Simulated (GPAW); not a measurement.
# A GW chain in GPAW: KCl (Sylvite), part 2 of 2

Wanted: ground state, empty states, screening and self-energy for KCl (Sylvite).

GPAW 26.7.0; PBE and many-body steps on it, plane waves. Known limits of the many-body steps: not at the basis limit.

So far. Step 3 (Bands along the symmetry lines): The gap is 5.194 eV, as in the run before at this level. Step 4 (Empty states on the mesh, 4×4×4 mesh, 269 bands): On this mesh the gap is 5.194 eV.

## (5) Screening and self-energy, 4×4×4 mesh, 259 bands, screening to 150 eV

G0W0 replaces the xc potential by the self-energy, built once from these orbitals. Only a window of levels is corrected, while the sums run over the empty bands that the input names.

This step: G0W0 on PBE, plane waves, PAW.

Input file run.py:

```python
import json
import numpy as np
from gpaw.mpi import world
from gpaw.response.g0w0 import G0W0

gw = G0W0('full.gpw',
    filename='gw',
    kpts=[0],
    bands=(6, 10),
    ecut=150,
    nbands=259,
    integrate_gamma='WS',
    ppa=True)
gw.calculate()
res = {mode: {k: v for k, v in r.items() if k != 'sigma_eskwn'}
       for mode, r in gw.all_results.items()}

if world.rank == 0:
    with open('result.json', 'w') as f:
        json.dump(res, f, default=lambda x: x.tolist())
```

Command:

```
$ mpirun -n 8 gpaw python run.py
```

Numbers of over 12 decimals in the logs are rounded to 6 here.

The program printed:

```text
Using integrator: PointIntegrator
FrequencyGridDescriptor(from 0.000+0.000j to 0.000+27.211j eV, 2 points)
Nonperiodic BCs:  [False False False]
Using integrator: PointIntegrator
FrequencyGridDescriptor(from 0.000+0.000j to 0.000+27.211j eV, 2 points)
Nonperiodic BCs:  [False False False]
  ___  _ _ _
 |   || | | |
 | | || | | |
 |__ ||_____|
 |___|

BZ k-points: Symmetries present (total): 48

  [... matrices ...]
64 k-points: 4 x 4 x 4 Monkhorst-Pack grid + [1/8,1/8,1/8]
8 k-points in the irreducible part of the Brillouin zone
       k-points in crystal coordinates                weights
   0:     0.00000000    0.00000000    0.00000000          1/64
   1:     0.25000000    0.25000000    0.00000000          6/64
   2:     0.25000000    0.25000000    0.25000000          8/64
   3:     0.50000000    0.25000000   -0.25000000          6/64
   4:     0.50000000    0.25000000    0.25000000         12/64
   5:     0.50000000    0.50000000    0.00000000          3/64
   6:     0.50000000    0.50000000    0.25000000         24/64
   7:     0.50000000    0.50000000    0.50000000          4/64

Distributing spins, k-points and bands (1 x 1 x 4) over 8 processes
Number of blocks: 1

Quasi particle states:
k-points (IBZ indices): [0]
Band range: (6, 10)
  [... matrices ...]
Computational parameters:
Plane wave cut-off: 150 eV
Number of bands: 259
Coulomb cutoff: None
Broadening: 0.1 eV

fxc modes: GW
Kernel: RPA
Using Godby-Needs plasmon-pole approximation:
  Fitting energy: i*E0, E0 = 1.000 Hartree
Summing all q:

Calculating screened Coulomb potential
No Coulomb truncation
FrequencyGridDescriptor(from 0.000+0.000j to 0.000+27.211j eV, 2 points)
Removing empty qpoint cache files...

Calculating chi0 body with:
    Ground state adapter containing:
    Number of spins: 1
    Number of kpoints: 64
    Number of irreducible kpoints: 8
    Number of completely occupied states: 8
    Number of partially occupied states: 8
    Occupied states memory: 1.6875 M / cpu

    Linear response parametrization:
    q_c: [0.0, 0.0, 0.0]
    Number of frequency points: 2
    Planewave cutoff: 150.0
    Number of bands: 259
    Number of planewaves: 259
    Broadening (eta): 1e-06
    comm.size: 8
    kncomm.size: 8
    blockcomm.size: 1

    Memory estimate of potentially large arrays:
        chi0_wGG: 2.047150 M / cpu
Integrating chi0 body.

Symmetries of q_c:
    Direct symmetries (Uq -> q): 48
    Indirect symmetries (TUq -> q): 0
In total 48 allowed symmetries.

  [... matrices ...]
8 groups of equivalent kpoints. 87.5% reduction.

Integral kind: response function
Integrating chi0 head and wings.

Symmetries of q_c:
    Direct symmetries (Uq -> q): 48
    Indirect symmetries (TUq -> q): 0
In total 48 allowed symmetries.

  [... matrices ...]
8 groups of equivalent kpoints. 87.5% reduction.

Integral kind: response function wings

Calculating chi0 body with:
    Ground state adapter containing:
    Number of spins: 1
    Number of kpoints: 64
    Number of irreducible kpoints: 8
    Number of completely occupied states: 8
    Number of partially occupied states: 8
    Occupied states memory: 1.6875 M / cpu

    Linear response parametrization:
[... the further q-points ...]

Results:
f:      Occupation numbers
eps:     KS-eigenvalues [eV]
vxc:     KS vxc [eV]
exx:     Exact exchange [eV]
sigma:   Self-energies [eV]
dsigma:  Self-energy derivatives
Z:       Renormalization factors
qp:      QP-energies [eV]

k-point 0 (0): (0.000, 0.000, 0.000)                GW
band       f     eps     vxc     exx   sigma  dsigma       Z      qp
                                                                   GW
   6   1.000  -0.329 -16.355 -20.768   1.793  -0.225   0.817  -2.468
   7   1.000  -0.329 -16.355 -20.768   1.793  -0.225   0.817  -2.467
   8   0.000   4.865  -7.907  -4.229  -2.922  -0.138   0.879   5.529
   9   0.000   8.030  -9.268  -4.312  -3.078  -0.143   0.875   9.674
```

Wall time 64 s (8 MPI ranks of Arm Neoverse V1, shared host); peak memory 2.4 GiB.

This step gave:

* G0W0 gap on the points computed: 7.996 eV
* least direct G0W0 gap on the computed points: 7.996 eV
* Z at the valence top: 0.8166
* Z at the conduction bottom: 0.8787
* starting gap on the mesh: 5.194 eV
* k of the valence top: 0, 0, 0
* k of the conduction bottom: 0, 0, 0

The gap on the mesh goes from 5.19 eV to 8.00 eV, a correction of +2.80 eV.

Limits: finite bands, cutoff and mesh. v1 is the top filled band, c1 the lowest empty one. Levels before and after the correction, in eV, zero at the valence-band top of each column:

|  | conduction bottom | valence top |
| --- | --- | --- |
| Kohn-Sham | 5.19 | 0.00 |
| G0W0 | 8.00 | 0.00 |

|  | level | energy (eV) |
| --- | --- | --- |
| Kohn-Sham | Γ v2-v1 | 0.000 |
| Kohn-Sham | Γ c1 | 5.194 |
| Kohn-Sham | Γ c2 | 8.359 |
| G0W0 | Γ v2-v1 | 0.000 |
| G0W0 | Γ c1 | 7.996 |
| G0W0 | Γ c2 | 12.141 |

## (6) Where the time went

Times are wall times on 8 MPI ranks of Arm Neoverse V1, shared host, good to a factor of about two.

| step | time | share | memory (GiB) |
| --- | --- | --- | --- |
| ground state | 6.7 s | 8 % | 1.2 |
| bands along the symmetry lines | 8.1 s | 9 % | 1.3 |
| empty states on the mesh | 8.9 s | 10 % | 2.1 |
| screening and self-energy | 64 s | 73 % | 2.4 |

## (7) Summary of results

| Item | Value |
| --- | --- |
| PBE gap | 5.19 eV, direct |
| G0W0 gap on the mesh | 8.00 eV |
| GW settings | 4×4×4 mesh, 259 bands, screening to 150 eV, Godby-Needs plasmon pole |
| known limits | not at the basis limit |

In words: G0W0 moves the gap on the mesh from 5.19 eV to 8.00 eV (+2.80 eV), with Z of 0.82 and 0.88 at the edges. Only 1 of the mesh's irreducible points was corrected, so a valley elsewhere could overtake. The dearest step here is «screening and self-energy». Bands and cutoff are finite, so the gap is not at the basis limit. The miss can reach some tenths of an eV and take either sign; the mesh is an error of its own. These stock PAW sets were not made for GW. In the G0W0 run levels were corrected at 1 k point alone, so a gap called «on the mesh» is the least over those, and an edge elsewhere would be missed.

[Paths, hosts, dates, memory and timing lines, banners, echoed tables and standing remarks are left out of the program output.]

[Logs are printed without paths, hosts, clocks, repeated set-up lines and the standing remarks that a program may print on its own settings, such as how far it seeks lower states.]

[Runs of the session that timed out or met a known fault of the program may be left out.]

[Hosts, paths, dates, database ids (printed as entryN), source tags and the programs' standing remarks are cut or masked in the printed files.]
